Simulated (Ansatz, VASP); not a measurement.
## SiC in VASP and in Ansatz

INCAR

```
PREC = Accurate
ENCUT = 520
EDIFF = 1E-7
ISMEAR = -1
SIGMA = 0.05
LREAL = F
LASPH = T
NELM = 100
ALGO = Normal
ISIF = 2
LWAVE = F
LCHARG = F
GGA = PE
NBANDS = 11
```

KPOINTS

```
Automatic mesh
0
Gamma
  15 15 15
```

The input POSCAR:

```
SiC
1.0
    0.0000000000      2.0985052732      2.0985052732
    2.0985052732      0.0000000000      2.0985052732
    2.0985052732      2.0985052732      0.0000000000
Si C
1 1
Direct
    0.0000000000      0.0000000000      0.0000000000
    0.2500000000      0.2500000000      0.2500000000
```

Input for Ansatz:

```yaml
crystal:
  lattice:
    - [0.0, 2.0985052732, 2.0985052732]
    - [2.0985052732, 0.0, 2.0985052732]
    - [2.0985052732, 2.0985052732, 0.0]
  atoms:
    - { symbol: Si, position: [0.0, 0.0, 0.0] }
    - { symbol: C, position: [0.25, 0.25, 0.25] }
kpoints:
  mp_grid: { grid: [15, 15, 15] }
scf:
  occupations: { method: fermi_dirac, width: 0.05 }
hamiltonian:
  xc: pbe
  pseudopotentials: { kind: paw }
output:
  forces: true
  stress: true
  eigenvalues: true
  populations: true
```

Change from the starting cell: volume scaled by 0.88, PAW files.

Alike in both runs: task single point; functional PBE; k mesh 15 × 15 × 15; occupations fermi-dirac, width 0.05 eV; no spin polarisation.

|  | VASP | Ansatz |
| --- | --- | --- |
| version | VASP 6.6.1 | Ansatz 0.2.0 |
| potentials or method | VASP PAW PBE potentials, release 64 (Si, C) | PAW with Ansatz's default frozen-core files, scalar-relativistic |
| plane-wave cutoff (eV) | 520 | 420 |
| valence electrons in the cell | 8 | 8 |

```csv
,VASP,Ansatz,Ansatz less VASP
pressure (GPa),34.7,34.8,+0.14
```

The functional is the same, so the differences come from potentials, cutoffs and numerics.

Caveats: so large a pressure means that the cell lies far from this level's equilibrium, or that cutoff or potentials fall short (VASP); an odd mesh through Γ misses points on the zone boundary, where band edges often lie.
